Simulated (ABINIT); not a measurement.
Ge, 2 atoms in the cell. Symmetry: I4_1/amd, No. 141, tetragonal system. The conventional cell has a = 5.149 Å, b = 5.149 Å, c = 2.795 Å, α = 90.00°, β = 90.00°, γ = 90.00°. Ge (site symmetry -4m2) has 6 Ge at 2.67 to 2.79 Å as nearest neighbours. This isn't the form of Ge at room conditions, which is diamond.

| Item | Value |
| --- | --- |
| Program | ABINIT 10.8.3 (patched build) |
| Task | single point |
| Functional | LDA |
| Potentials or basis | PseudoDojo NC SR LDA v0.4.1 standard |
| Cutoff | 952 eV |
| k mesh | 8 × 8 × 8 |
| Occupations | fermi-dirac, width 0.05 eV |
| Spin | no spin polarisation |

Potentials or basis: PseudoDojo NC SR LDA v0.4.1 standard.

Launch:

```console
$ abinit run.abi > log 2>&1
```

Hardware: 1 thread of Intel(R) Xeon(R) Platinum 8488C (Sapphire Rapids), with other jobs on the host.

How long does it take, and how much memory?

Run time: 71 s on 1 thread of Intel(R) Xeon(R) Platinum 8488C (Sapphire Rapids) (shared host), peak memory 0.1 GiB. Counts: scf iterations 9, mpi ranks 1, k points 59, bands 18, plane waves 2492.
